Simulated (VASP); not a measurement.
The system is Cu3N.

```xyz
4
Lattice="3.8070 0.0000 0.0000 0.0000 3.8070 0.0000 0.0000 0.0000 3.8070" Properties=species:S:1:pos:R:3 pbc="T T T"
Cu    1.9035    0.0000    0.0000
Cu    0.0000    1.9035    0.0000
Cu    0.0000    0.0000    1.9035
N     0.0000    0.0000    0.0000
```

| Quantity | Value |
| --- | --- |
| Program | VASP 6.6.1 |
| Task | relaxation of cell and atoms |
| Functional | RPBE |
| Potentials or basis | VASP PAW PBE potentials, release 64 (Cu, N) |
| Cutoff | 600 eV |
| k mesh | 10 × 10 × 10 |
| Occupations | methfessel-paxton, width 0.1 eV |
| Spin | no spin polarisation |

At the start: pressure 6.3 GPa; volume 13.79 Å³/atom.

**Question.** How do energy, volume and symmetry change on relaxing?

**Answer.** Over 3 steps the energy falls by 14.7 meV/atom and the volume is 14.58 Å³/atom (+5.7 %); space group Pm-3m (No. 221, to 0.05 Å).

The path:
| step | energy change (eV) | largest force (eV/Å) | pressure (GPa) | volume (Å³) |
| --- | --- | --- | --- | --- |
| 1 | 0.0000 | 0.0000 | 6.28 | 55.18 |
| 2 | -0.0498 | 0.0000 | -2.17 | 59.61 |
| 3 | -0.0587 | 0.0000 | -0.01 | 58.30 |

Final structure:
```yaml
crystal:
  lattice:
    - [3.87759, 0.00000, 0.00000]
    - [0.00000, 3.87759, 0.00000]
    - [0.00000, 0.00000, 3.87759]
  atoms:
    - { symbol: Cu, position: [0.50000, 0.00000, 0.00000] }
    - { symbol: Cu, position: [0.00000, 0.50000, 0.00000] }
    - { symbol: Cu, position: [0.00000, 0.00000, 0.50000] }
    - { symbol: N, position: [0.00000, 0.00000, 0.00000] }
```

Caveat: the PAW data sets were made with another functional, which shifts forces and pressure a little.
